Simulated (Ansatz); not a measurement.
# InPd (Pm-3m) in Ansatz: further runs

The runs below take InPd through single point, equation of state, with LDA.

All numbers are computed with Ansatz 0.2.0; they aren't measurements. Logs are shortened: lines on timing, memory, paths and dates and some standing lists are left out, and cuts for length are marked.

## (1) The structure

The structure is cubic, space group Pm-3m (No. 221). The conventional cell has a = 3.272 Å, b = 3.272 Å, c = 3.272 Å, α = 90.00°, β = 90.00°, γ = 90.00°. In (site symmetry m-3m) has 8 Pd at 2.83 Å as nearest neighbours. Pd (site symmetry m-3m) is surrounded by 8 In at 2.83 Å.

The cell comes from a database or a generator and needn't be the stable form of this composition.

## (2) Single point, LDA, 16.46 Å³/atom (volume scaled by 0.94)

input.yaml reads:

```yaml
crystal:
  lattice:
    - [3.2050928798, 0.0, 0.0]
    - [0.0, 3.2050928798, 0.0]
    - [0.0, 0.0, 3.2050928798]
  atoms:
    - { symbol: In, position: [0.0, 0.0, 0.0] }
    - { symbol: Pd, position: [0.5, 0.5, 0.5] }
hamiltonian:
  xc: lda
  pseudopotentials: { kind: paw }
kpoints:
  mp_grid: { grid: [8, 8, 8] }
scf:
  occupations: { method: fermi_dirac, width: 0.05 }
output:
  forces: true
  stress: true
  eigenvalues: true
```

Potentials or basis: Ansatz PAW.

Run with:

```bash
$ ansatz run input.yaml --threads 2 --pin off --max-ram 5632MiB --backend cpu --events-out ev --progress --plain --runs-dir out
```

What it wrote:

```text
Warning: RAYON_NUM_THREADS=2 ignored (pool sized by the plan → 2); use --threads N
Engine: ansatz 0.2.0, aarch64-unknown-linux-gnu
Pseudopotentials: kind: paw
Pseudopotential: In, paw, valence charge 13, recommended cutoff 420 eV (normal), In.paw.azcp
Pseudopotential: Pd, paw, valence charge 18, recommended cutoff 420 eV (normal), Pd.paw.azcp
Functional definition: SPW92
  exchange = slater_x
  correlation = pw_c
Crystal: 2 atoms, lattice volume = 32.925 Å³
Basis set: ecut = 420 eV, 619 PW (Γ)
Bands: 20, of which v1, the nominal top of the filled ones, is band 16 counted from 1 (15 counted from 0)
Symmetry: 48 space group operations
Space group: Pm-3m (ITA 221), of the structure as read, at distance tolerance 3.2e-5 Å
k-points: 35 of 512
Non-local potential: In, projectors of the file, l = 0: 2, l = 1: 2, l = 2: 2, l = 3: 2
Non-local potential: Pd, projectors of the file, l = 0: 2, l = 1: 2, l = 2: 2, l = 3: 1
PAW form: soft (Blöchl's): semilocal exchange-correlation on the pseudo side does not see the compensation charge
PAW frozen core: In, regenerated for the run's functional, and the local potential with it (the file was generated under x = pbe(κ = 0.804, μ = 0.2195149727645171), c = pbe(β = 0.06672455060314922))
PAW frozen core: Pd, regenerated for the run's functional, and the local potential with it (the file was generated under x = pbe(κ = 0.804, μ = 0.2195149727645171), c = pbe(β = 0.06672455060314922))
PAW one-centre angular grid: In, 590 points (default); XC on 64 Gauss nodes
PAW one-centre angular grid: Pd, 590 points (default); XC on 64 Gauss nodes
Initial density: superposition of atomic densities (neutral atoms: chi_scale 0, normalization atom), corrected by the library's trained network
Initial wavefunctions: pseudopotential atomic-orbital guess
Functional: x = slater, c = lda
SCF iter   1: F=—  HF=-12302.842791 eV  |F-HF|=—  |Δ(HF+E_count)|=         —  Δρ=1.14e-2  dr2=3.55e-2  ethr=1.77e-3  ⟨swp⟩=5.6  Hψ=3113  notcnv=0
preconditioner: auto → none  [insulator: Δε(μ)=0.373 eV  Ē_g=14.902 eV  σ=0.050 eV  W_gap=0.51  n_scr=6 (ndim 8)  ℏωp=31.0 eV  f_vac=0.000  D(μ)=1.36/eV (n_scr^D=6)  ε∞_Penn≈5.3]
SCF iter   2: F=—  HF=-12302.834071 eV  |F-HF|=—  |Δ(HF+E_count)|=   8.72e-3  Δρ=2.58e-3  dr2=1.33e-3  ethr=1.15e-4  ⟨swp⟩=2.5  Hψ=1468  notcnv=0  defer=9
SCF iter   3: F=—  HF=-12302.833764 eV  |F-HF|=—  |Δ(HF+E_count)|=   3.08e-4  Δρ=1.03e-3  dr2=1.54e-4  ethr=4.30e-6  ⟨swp⟩=1.1  Hψ=699  notcnv=0  defer=9
SCF iter   4: F=—  HF=-12302.833735 eV  |F-HF|=—  |Δ(HF+E_count)|=   2.84e-5  Δρ=8.39e-5  dr2=8.68e-7  ethr=4.98e-7  ⟨swp⟩=2.2  Hψ=1172  notcnv=0  defer=9
SCF iter   5: F=—  HF=-12302.833733 eV  |F-HF|=—  |Δ(HF+E_count)|=   2.26e-6  Δρ=2.45e-5  dr2=1.77e-7  ethr=2.80e-9  ⟨swp⟩=2.5  Hψ=1212  notcnv=0  defer=9
SCF iter   6: F=-12302.833733 eV  HF=-12302.833733 eV  |F-HF|=8.55e-10  |Δ(HF+E_count)|=   1.66e-8  Δρ=1.50e-6  dr2=6.97e-10  ethr=3.23e-10  ⟨swp⟩=5.6  Hψ=2718  notcnv=0
SCF 1 converged in 6 iterations: F = -12302.833733 eV  dr2 = 6.97e-10
SCF converged after 6 iterations
Free energy (F): -12302.833733 eV
Harris-Foulkes:  -12302.833733 eV  (|F-HF|=8.55e-10)
Internal energy: -12302.823620 eV  (E = F + TS)
E sigma→0 (E₀):  -12302.828677 eV
Entropy (-TS):   -0.010113 eV (-5.056 meV/atom)
Fermi energy:    17.654463 eV
--- Per-component energies (eV) ---
  E_band       = -117.443367
  E_kinetic    = 763.222059
  E_local      = -2783.426138  (includes V_loc(G=0)·N_el)
  E_nonlocal   = 594.038405
  E_hartree    = 1131.492693
  E_xc         = -383.036920
  E_vxc        = -314.954205  (∫ρ·V_xc dr)
  E_paw        = -7640.809344  (= ΣΔE_a)
  E_vpaw       = -639.309494  (= ΣTr[D̂ρ^β])
  E_aug_tail   = 0.000229  (compensation charges beyond the density's cutoff)
  E_ewald      = -3985.269875
  E_core_change = 0.965270  (= ΣΔE_core)
  E_smearing   = -0.010113  (= −TS)
  E_closure    = -0.000000  (closes the sum)
  Σ components = -12302.833733   (vs F -12302.833733, Δ=0.00e0)
--- Forces (eV/Å), atoms counted from 1 ---
  atom   1  In    -0.00000000     0.00000000     0.00000000
  atom   2  Pd     0.00000000     0.00000000     0.00000000
  max |Σ_I F_I| component: 9.47e-30 eV/Å
--- Stress (GPa, compression-positive) ---
        1.324876       0.000000       0.000000
        0.000000       1.324876       0.000000
        0.000000       0.000000       1.324876
  P = ⅓ Tr σ = 1.3249 GPa (13.249 kbar)
--- Band table (eV; the first three rows and the last of 35) ---
  k-point 0: bands = ["-66.7939", "-32.5982", "-32.5982", "-32.5982", "2.6989", "2.6989", "3.1921", "3.1921", "3.1921", "7.0967", "13.6447", "13.6447", "15.3390", "15.3390", "15.3390", "21.9903", "21.9903", "21.9903", "27.7471", "28.8925"]
  k-point 1: bands = ["-66.7935", "-32.6044", "-32.5978", "-32.5978", "2.7101", "2.7607", "3.1737", "3.1737", "3.1983", "7.3591", "13.6412", "13.6839", "15.1349", "15.1349", "15.3240", "20.4921", "22.5235", "22.5235", "28.1649", "28.7655"]
  k-point 2: bands = ["-66.7928", "-32.6195", "-32.5967", "-32.5967", "2.7374", "2.9087", "3.1296", "3.1296", "3.2132", "8.1403", "13.5988", "13.6326", "14.7119", "14.7119", "15.2877", "18.2019", "23.9285", "23.9285", "28.2464", "28.4423"]
  k-point 34: bands = ["-66.7875", "-32.6328", "-32.6328", "-32.6328", "2.8663", "2.8663", "2.8663", "3.4535", "3.4535", "12.4712", "12.4712", "12.4712", "16.0187", "16.0187", "17.7201", "21.6533", "21.6533", "21.6533", "22.4059", "22.4059"]
```

It took 0.96 s on 2 threads of Arm Neoverse V1, shared host; peak memory 0.29 GiB.

Results:

* Free energy: -12302.8337 eV
* Pressure: 1.3 GPa
* Band gap on the k mesh: none (metal or under the smearing width)

Caveat: the PAW data sets come from PBE, with cores solved anew for the run's functional, which leaves a small shift of forces and pressure.

## (3) Single point, LDA, 16.81 Å³/atom (volume scaled by 0.96)

Edit input.yaml of step 2 so:

```diff
@@ -2,5 +2,5 @@
   lattice:
-    - [3.2050928798, 0.0, 0.0]
-    - [0.0, 3.2050928798, 0.0]
-    - [0.0, 0.0, 3.2050928798]
+    - [3.2276647001, 0.0, 0.0]
+    - [0.0, 3.2276647001, 0.0]
+    - [0.0, 0.0, 3.2276647001]
   atoms:
@@ -19 +19,5 @@
   eigenvalues: true
+  write_density: true
+  write_potential: true
+  elf: true
+  volumetric_format: npy
```

Potentials or basis: Ansatz PAW.

Run with:

```bash
$ ansatz run input.yaml --threads 2 --pin off --max-ram 5632MiB --backend cpu --events-out ev --progress --plain --runs-dir out
```

Wall time 1.4 s (2 threads of Arm Neoverse V1, shared host); peak memory 0.3 GiB.

It converged, with:

```yaml
Free_energy: -12302.8324 eV
Pressure: -1.8 GPa
Band_gap_on_the_k_mesh: none (metal or under the smearing width)
```

Caveat: the PAW data sets come from PBE, with cores solved anew for the run's functional, which leaves a small shift of forces and pressure.

## (4) Single point, LDA, 17.16 Å³/atom (volume scaled by 0.98)

input.yaml reads:

```yaml
crystal:
  lattice:
    - [3.2499251601, 0.0, 0.0]
    - [0.0, 3.2499251601, 0.0]
    - [0.0, 0.0, 3.2499251601]
  atoms:
    - { symbol: In, position: [0.0, 0.0, 0.0] }
    - { symbol: Pd, position: [0.5, 0.5, 0.5] }
hamiltonian:
  xc: lda
  pseudopotentials: { kind: paw }
kpoints:
  mp_grid: { grid: [8, 8, 8] }
scf:
  occupations: { method: fermi_dirac, width: 0.05 }
output:
  forces: true
  stress: true
  eigenvalues: true
```

Run with:

```bash
$ ansatz run input.yaml --threads 2 --pin off --max-ram 5632MiB --backend cpu --events-out ev --progress --plain --runs-dir out
```

Run time: 1 s. Hardware: 2 threads of Arm Neoverse V1, shared host; peak memory 0.29 GiB.

It converged, with:

```
Free energy            : -12302.8182 eV
Pressure               : -4.6 GPa
Band gap on the k mesh : none (metal or under the smearing width)
```

Caveat: the PAW data sets come from PBE, with cores solved anew for the run's functional, which leaves a small shift of forces and pressure.

## (5) Single point, LDA, 17.51 Å³/atom

Edit input.yaml of step 4 so:

```diff
@@ -2,5 +2,5 @@
   lattice:
-    - [3.2499251601, 0.0, 0.0]
-    - [0.0, 3.2499251601, 0.0]
-    - [0.0, 0.0, 3.2499251601]
+    - [3.27188478, 0.0, 0.0]
+    - [0.0, 3.27188478, 0.0]
+    - [0.0, 0.0, 3.27188478]
   atoms:
@@ -19 +19,5 @@
   eigenvalues: true
+  write_density: true
+  write_potential: true
+  elf: true
+  volumetric_format: npy
```

Run with:

```bash
$ ansatz run input.yaml --threads 2 --pin off --max-ram 5632MiB --backend cpu --events-out ev --progress --plain --runs-dir out
```

Run time: 1.3 s. Hardware: 2 threads of Arm Neoverse V1, shared host; peak memory 0.3 GiB.

It converged, with:

* Free energy: -12302.7925 eV
* Pressure: -7.1 GPa
* Band gap on the k mesh: none (metal or under the smearing width)

Caveat: the PAW data sets come from PBE, with cores solved anew for the run's functional, which leaves a small shift of forces and pressure.

## (6) Single point, LDA, 17.86 Å³/atom (volume scaled by 1.02)

Edit input.yaml of step 5 so:

```diff
@@ -2,5 +2,5 @@
   lattice:
-    - [3.27188478, 0.0, 0.0]
-    - [0.0, 3.27188478, 0.0]
-    - [0.0, 0.0, 3.27188478]
+    - [3.2935535226, 0.0, 0.0]
+    - [0.0, 3.2935535226, 0.0]
+    - [0.0, 0.0, 3.2935535226]
   atoms:
```

Potentials or basis: Ansatz PAW.

Run with:

```bash
$ ansatz run input.yaml --threads 2 --pin off --max-ram 5632MiB --backend cpu --events-out ev --progress --plain --runs-dir out
```

Wall time 1.3 s (2 threads of Arm Neoverse V1, shared host); peak memory 0.3 GiB.

Results (log left out):

```yaml
Free_energy: -12302.7569 eV
Pressure: -9.2 GPa
Band_gap_on_the_k_mesh: none (metal or under the smearing width)
```

Caveat: the PAW data sets come from PBE, with cores solved anew for the run's functional, which leaves a small shift of forces and pressure.

## (7) Single point, LDA, 18.21 Å³/atom (volume scaled by 1.04)

input.yaml reads:

```yaml
crystal:
  lattice:
    - [3.3149408331, 0.0, 0.0]
    - [0.0, 3.3149408331, 0.0]
    - [0.0, 0.0, 3.3149408331]
  atoms:
    - { symbol: In, position: [0.0, 0.0, 0.0] }
    - { symbol: Pd, position: [0.5, 0.5, 0.5] }
hamiltonian:
  xc: lda
  pseudopotentials: { kind: paw }
kpoints:
  mp_grid: { grid: [8, 8, 8] }
scf:
  occupations: { method: fermi_dirac, width: 0.05 }
output:
  forces: true
  stress: true
  eigenvalues: true
```

Run with:

```bash
$ ansatz run input.yaml --threads 2 --pin off --max-ram 5632MiB --backend cpu --events-out ev --progress --plain --runs-dir out
```

It took 1 s on 2 threads of Arm Neoverse V1, shared host; peak memory 0.29 GiB.

It converged, with:

```
Free energy            : -12302.7129 eV
Pressure               : -10.9 GPa
Band gap on the k mesh : none (metal or under the smearing width)
```

Caveat: the PAW data sets come from PBE, with cores solved anew for the run's functional, which leaves a small shift of forces and pressure.

## (8) Single point, LDA, 18.56 Å³/atom (volume scaled by 1.06)

Edit input.yaml of step 7 so:

```diff
@@ -2,5 +2,5 @@
   lattice:
-    - [3.3149408331, 0.0, 0.0]
-    - [0.0, 3.3149408331, 0.0]
-    - [0.0, 0.0, 3.3149408331]
+    - [3.3360556752, 0.0, 0.0]
+    - [0.0, 3.3360556752, 0.0]
+    - [0.0, 0.0, 3.3360556752]
   atoms:
```

Run with:

```bash
$ ansatz run input.yaml --threads 2 --pin off --max-ram 5632MiB --backend cpu --events-out ev --progress --plain --runs-dir out
```

It took 1.1 s on 2 threads of Arm Neoverse V1, shared host; peak memory 0.3 GiB.

It converged, with:

```
Free energy            : -12302.6620 eV
Pressure               : -12.3 GPa
Band gap on the k mesh : none (metal or under the smearing width)
```

Caveat: the PAW data sets come from PBE, with cores solved anew for the run's functional, which leaves a small shift of forces and pressure.

## (9) Equation of state, LDA

Potentials or basis: Ansatz PAW.

This step only gathers the single runs of the series.

Results:

| Item | Value |
| --- | --- |
| Equilibrium volume | 16.61 Å³/atom |
| Bulk modulus | 156 GPa |
| Pressure derivative of the bulk modulus | 6.0 (rough: it moves with the points fitted) |

Energy against volume, from the lowest point:
```
volume (Å³/atom)  energy (meV/atom)
          16.462               0.00
          16.813               0.65
          17.163               7.79
          17.513              20.63
          17.863              38.42
          18.214              60.42
          18.564              85.87
```
